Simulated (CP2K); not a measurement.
Runs of CP2K 2026.2 on PbS. Symmetry: Pm-3m, No. 221, cubic system. The conventional cell has a = 3.654 Å, b = 3.654 Å, c = 3.654 Å, α = 90.00°, β = 90.00°, γ = 90.00°. Around Pb (site symmetry m-3m) lie 8 S at 3.16 Å. Around S (site symmetry m-3m) lie 8 Pb at 3.16 Å. Measurements of this composition are mostly on another form, of space group No. 225.

```tsv
level	potentials or basis	smearing	EPS_DEFAULT	NGRIDS	points a segment of the path (NPOINTS)	bands added on the path	CUTOFF of the grids	gap on the mesh (eV)	pressure (GPa)
PBE	POTENTIAL_UZH Pb GTH-PBE-q4, S GTH-PBE-q6; TZVP-MOLOPT-PBE-GTH basis	fermi-dirac 0.05 eV	1.0E-9	4	6	4	450 Ry	none	0.7
r2SCAN	POTENTIAL_UZH Pb GTH-SCAN-q4, S GTH-SCAN-q6; TZVP-MOLOPT-SCAN-GTH basis	fermi-dirac 0.05 eV	1.0E-9	5	8	6	675 Ry	-	-1.1
LDA	GTH_POTENTIALS Pb GTH-PADE-q4, S GTH-PADE-q6; TZVP-MOLOPT-PBE-GTH basis	fermi-dirac 0.1 eV	1.0E-9	5	6	6	450 Ry	none	(a)
PBEsol	POTENTIAL_UZH Pb GTH-PBE-q4, S GTH-PBE-q6; TZVP-MOLOPT-PBE-GTH basis	fermi-dirac 0.05 eV	1.0E-10	4	10	2	450 Ry	none	-1.1
```

Alike in all rows: task band structure; no spin polarisation; cell as given; k mesh 7 × 7 × 7.

**Question.** Estimate the missing entries.

**Answer.** (a) -5.4.

Caveats: spin-orbit coupling is left out, which moves the levels of the heavy elements; the basis of atomic orbitals isn't converged, which shifts pressures, moduli and gaps; the potentials were made for another functional, which shifts forces and pressure (some runs).

A k mesh can miss the band edges, and the runs leave out spin-orbit coupling on Pb.

A gap of «none» marks a metal or a gap under the smearing width.
